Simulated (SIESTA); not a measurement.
## Si2W in SIESTA: convergence with basis size

Crystal: Si2W.

```
W Si
1.0
    -1.60690    1.60690    3.91495
     1.60690   -1.60690    3.91495
     1.60690    1.60690   -3.91495
W Si
1 2
Direct
  0.01217 0.99806 0.01179
  0.68165 0.65326 0.00829
  0.33466 0.31453 0.97355
```

The cell isn't the ideal one: atoms moved at random, drawn with an rms of 0.05 Å.

```yaml
Program: SIESTA 5.4.2
Task: single point
Functional: PBE
Potentials_or_basis: PseudoDojo 0.4 standard (PBE files)
Basis: SZ (energy shift 0.003 Ry)
Grid_cutoff: 800 Ry
Energy_shift: 0.003 Ry
k_mesh: 7 × 7 × 7
Occupations: fermi-dirac, width 0.05 eV
Spin: no spin polarisation
```

These are the settings of the first run; the series varies basis size, with any setting tied to it.

Hardware: 1 thread of Arm Neoverse V1, with other jobs on the host.

| basis size | energy less the tightest run, at zero smearing (meV/atom) | pressure (GPa) | largest force (eV/Å) | SCF cycles | CPU time (s) | peak memory (GiB) |
| --- | --- | --- | --- | --- | --- | --- |
| SZ | 1502.64 | 29.61 | 1.140 | 8 | 24 | 0.27 |
| SZP | 225.07 | 9.18 | 1.074 | 9 | 91 | 0.38 |
| DZ | 594.96 | 13.82 | 1.217 | 9 | 43 | 0.31 |
| DZP | 79.48 | 5.46 | 1.037 | 10 | 140 | 0.43 |
| DZDP | 54.41 | 5.86 | 1.035 | 10 | 220 | 0.5 |
| TZP | 16.89 | 4.60 | 1.030 | 10 | 200 | 0.49 |
| TZDP | 7.70 | 5.01 | 1.013 | 10 | 300 | 0.57 |
| TZTP | 0.00 | 4.99 | 1.011 | 10 | 460 | 0.67 |

Against the tightest run, the pressure stays within 0.1 GPa from TZDP on; the largest force stays within 0.005 eV/Å from TZDP on. Not settled before the last step: the energy (to 1 meV/atom). The tightest run that finished is the yardstick and may itself not be fully converged.

Caveat, for the tightest run too: the k mesh is coarse (spacing up to 0.39 Å⁻¹), so the values aren't converged; short orbitals over semicore shells can move pressures by several GPa; the basis of atomic orbitals isn't converged, which shifts pressures, moduli and gaps. Spin-orbit coupling is left out, which matters for the levels of W.
